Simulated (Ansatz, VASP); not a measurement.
# Pt in VASP and in Ansatz

```
CELL_PARAMETERS angstrom
0.00000 1.98506 1.98506
1.98506 0.00000 1.98506
1.98506 1.98506 0.00000
ATOMIC_POSITIONS crystal
Pt 0.00000 0.00000 0.00000
```

Alike in both runs: task single point; functional r2SCAN; k mesh 18 × 18 × 18; occupations gaussian, width 0.1 eV; no spin polarisation.

|  | VASP | Ansatz |
| --- | --- | --- |
| version | VASP 6.6.1 | Ansatz 0.2.0 |
| potentials or method | VASP PAW PBE potentials, release 64 (Pt) | scalar-relativistic, plane waves, PAW |
| plane-wave cutoff (eV) | 520 | 500 |
| valence electrons in the cell | 10 | 18 |

|  | VASP | Ansatz | Ansatz less VASP |
| --- | --- | --- | --- |
| gap on the k mesh at the Fermi level (eV) | none | none | - |
| pressure (GPa) | -5.2 | -5.8 | -0.59 |

A gap of «none» marks a metal or a gap that the smearing closes. The two sets of potentials don't hold the same shells in valence.

Caveats: the PAW data sets were made with another functional, which shifts forces and pressure a little (VASP). The runs have no spin-orbit coupling, so splittings on Pt are missing.
